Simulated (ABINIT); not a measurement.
Runs of ABINIT 10.8.3 (patched build) on SiC. It takes space group P6_3mc (No. 186, hexagonal). The conventional cell has a = 3.076 Å, b = 3.076 Å, c = 10.071 Å, α = 90.00°, β = 90.00°, γ = 120.00°. Si (site symmetry 3m) has 4 C at 1.88 to 1.89 Å as nearest neighbours. Si (site symmetry 3m) is surrounded by 4 C at 1.88 to 1.89 Å. Around C (site symmetry 3m) lie 4 Si at 1.88 to 1.89 Å. C (site symmetry 3m) has 4 Si at 1.88 to 1.89 Å as nearest neighbours. The cell is a database's computed one.

```csv
task,level,potentials or basis,k mesh,gap on the mesh (eV),pressure (GPa),largest force (eV/Å)
band structure,PBE,JTH PAW PBE v2.0,10 × 10 × 3,2.23,3.4,-
single point,PBE,JTH PAW PBE v2.0,6 × 6 × 2,2.23,3.4,0.01
single point,LDA,JTH PAW LDA v2.0,8 × 8 × 2,2.18,-4.1,0.01
single point,LDA,JTH PAW LDA v2.0,6 × 6 × 2,2.17,-4.1,0.01
band structure,LDA-VWN,JTH PAW LDA v2.0,10 × 10 × 3,2.18,-4.2,0.01
single point,PBE,JTH PAW PBE v2.0,8 × 8 × 2,2.23,3.4,-
band structure,revPBE,JTH PAW PBE v2.0,10 × 10 × 3,2.25,(b),0.01
band structure,WC,JTH PAW PBE v2.0,10 × 10 × 3,(a),0.0,-
```

Alike in all rows: no spin polarisation; cell as given; cutoff (eV) 544; smearing fermi-dirac 0.05 eV.

**Question.** Fill in the values left out.

**Answer.** (a) 2.15; (b) 5.6.

Caveats: the PAW data sets were made with another functional, which shifts forces and pressure a little (some runs).

A k mesh can miss the band edges.
